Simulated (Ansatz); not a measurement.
# TePb (puckered monolayer (GeS type)): the PBE gap against the k mesh of the density

Wanted: the cheapest k mesh of the density that holds the PBE gap of TePb (puckered monolayer (GeS type)).

Calculated with Ansatz 0.2.0; DFT, PBE, plane waves, PAW.

Report form: the programs' logs are mostly left out.

## Step 1: Set-up

The cell holds 4 atoms: 2 Pb and 2 Te. Its edges and angles: a = 4.652 Å, b = 4.648 Å, c = 29.543 Å, α = 90.0°, β = 90.0°, γ = 90.0°. Vacuum lies along c.

The structure was relaxed with PBE. The runs that relaxed it are not among those shown. Spin-orbit coupling is left out unless a step names it. The default PAW set here is soft_2. Its files were made with PBE. The Coulomb interaction is cut off across the vacuum.

## Step 2: k mesh of the density: 2×2×1

Contents of input.yaml:

```yaml
crystal:
  lattice:
    - [4.652238298, 0.0, 0.0]
    - [0.0, 4.6475562299, 0.0]
    - [0.0, 0.0, 29.5429140992]
  atoms:
    - { symbol: Pb, position: [0.0502050646, 0.0, 0.3673932892] }
    - { symbol: Te, position: [0.5497949354, 0.5, 0.378051852] }
    - { symbol: Pb, position: [0.5502050646, 0.5, 0.2757389331] }
    - { symbol: Te, position: [0.0497949354, 0.0, 0.2650803704] }
  periodic: [true, true, false]
kpoints:
  mp_grid: { grid: [2, 2, 1] }
  band_path:
    path:
      - [0.0, 0.0, 0.0]
      - [0.5, 0.0, 0.0]
      - [0.5, 0.5, 0.0]
      - [0.0, 0.5, 0.0]
      - [0.4, 0.0, 0.0]
      - [0.0, 0.45, 0.0]
      - [0.0, 0.4, 0.0]
    npoints: 1
hamiltonian:
  xc: pbe
scf:
  occupations: { method: fixed }
  n_extra_bands: 5
output:
  eigenvalues: true
  forces: true
  stress: true
```

The run is started by

```sh
ansatz run input.yaml --threads 2 --pin off --max-ram 92160MiB --backend cuda --events-out ev --progress --plain --runs-dir out --devices 1 --max-vram 13GiB  # rebuilt from the run's record
```

Run time: 11 s. Hardware: 1 × NVIDIA H100 80GB HBM3 (shared by 6 runs) with 2 threads of AMD EPYC 7R13 (Zen 3), shared host; peak memory 1.1 GiB; 3.9 s of CPU time.

Numbers from this step:

```
gap                  : 1.237 eV
valence top at       : k = (0.400, 0.000, 0.000)
conduction bottom at : k = (0.000, 0.450, 0.000)
least direct gap     : 1.275 eV
```

The gap is indirect, with the least direct gap 0.04 eV higher.

## Step 3: k mesh of the density: 4×4×1

Changes to input.yaml since step 2:

```diff
@@ -12,3 +12,3 @@
 kpoints:
-  mp_grid: { grid: [2, 2, 1] }
+  mp_grid: { grid: [4, 4, 1] }
   band_path:
```

Wall time 11 s (1 × NVIDIA H100 80GB HBM3 (shared by 6 runs) with 2 threads); peak memory 1.1 GiB; 4.7 s of CPU time.

This step gave:

```yaml
gap: 1.275 eV
valence_top_at: k = (0.400, 0.000, 0.000)
conduction_bottom_at: k = (0.000, 0.450, 0.000)
least_direct_gap: 1.316 eV
```

The gap is 1.275 eV, +0.038 eV from the run before at this level.

## Step 4: k mesh of the density: 6×6×1 (the default)

input.yaml, the sections that differ from step 3:

```yaml
kpoints:
  mp_grid: { grid: [6, 6, 1] }
  band_path:
    path: [[0, 0, 0], [0.5, 0, 0], [0.5, 0.5, 0], [0, 0.5, 0], [0, 0, 0]]
    npoints: 10
scf:
  occupations: { method: fermi_dirac, width: 0.02 }
  n_extra_bands: 5
output:
  eigenvalues: true
  forces: true
  stress: true
  write_density: true
  write_potential: true
  elf: true
  volumetric_format: npy
# crystal, hamiltonian: as in step 3
```

Wall time 19 s (1 × NVIDIA H100 80GB HBM3 (shared by 6 runs) with 2 threads); peak memory 1.2 GiB; 8 s of CPU time.

This step gave:

| Quantity | Value |
| --- | --- |
| gap | 1.272 eV |
| valence top at | k = (0.400, 0.000, 0.000) |
| conduction bottom at | k = (0.000, 0.450, 0.000) |
| least direct gap | 1.312 eV |

The gap is 1.272 eV, −0.003 eV from the run before at this level.

## Step 5: k mesh of the density: 8×8×1

input.yaml, the sections that differ from step 4:

```yaml
kpoints:
  mp_grid: { grid: [8, 8, 1] }
  band_path:
    path:
      - [0.0, 0.0, 0.0]
      - [0.5, 0.0, 0.0]
      - [0.5, 0.5, 0.0]
      - [0.0, 0.5, 0.0]
      - [0.4, 0.0, 0.0]
      - [0.0, 0.45, 0.0]
      - [0.0, 0.4, 0.0]
    npoints: 1
scf:
  occupations: { method: fixed }
  n_extra_bands: 5
# crystal, hamiltonian, output: as in step 4
```

Wall time 14 s (1 × NVIDIA H100 80GB HBM3 (shared by 6 runs) with 2 threads); peak memory 1.3 GiB; 9 s of CPU time.

Numbers from this step:

```yaml
gap: 1.272 eV
valence_top_at: k = (0.400, 0.000, 0.000)
conduction_bottom_at: k = (0.000, 0.450, 0.000)
least_direct_gap: 1.312 eV
```

The gap is 1.272 eV, as in the run before at this level.

## Step 6: The series

Differences are against the last row; a negative gap means that bands overlap, and a run with a band path holds that path's time. Times are wall times on 1 × NVIDIA H100 80GB HBM3 (shared by 6 runs) with 2 threads of AMD EPYC 7R13 (Zen 3), shared host, good to a factor of about two.

| k mesh of the density | gap (eV) | direct gap (eV) | gap error (eV) | energy error (meV/atom) | irreducible k | time |
| --- | --- | --- | --- | --- | --- | --- |
| 2×2×1 | 1.237 | 1.275 | −0.035 | +266.8 | 4 | 11 s |
| 4×4×1 | 1.275 | 1.316 | +0.003 | −1.3 | 9 | 11 s |
| 6×6×1 | 1.272 | 1.312 | +0.000 | −0.5 | 16 | 19 s |
| 8×8×1 | 1.272 | 1.312 | +0.000 | +0.0 | 25 | 14 s |

## Step 7: What came out

```json
{"2×2×1": "1.237 eV", "4×4×1": "1.275 eV", "6×6×1": "1.272 eV", "8×8×1": "1.272 eV"}
```

**Reading.** The gap holds to 0.02 eV from 4×4×1 on. At 2×2×1 the gap is off by −0.035 eV and the energy by +267 meV/atom. The gap is read over the mesh and added points near the edges, so meshes differ mainly through the density and, for a hybrid, the exchange operator.

[Paths, hosts, dates, memory and timing lines, banners, echoed tables and standing remarks are left out of the program output.]

[Logs are printed without paths, hosts, clocks, repeated set-up lines and the standing remarks that a program may print on its own settings, such as how far it seeks lower states.]

[Runs of the session that timed out or met a known fault of the program may be left out.]

[Cells called generated may have been cut or substituted from an entry of the Crystallography Open Database or the Materials Project.]

[Hosts, paths, dates, database ids (printed as entryN), source tags and the programs' standing remarks are cut or masked in the printed files.]
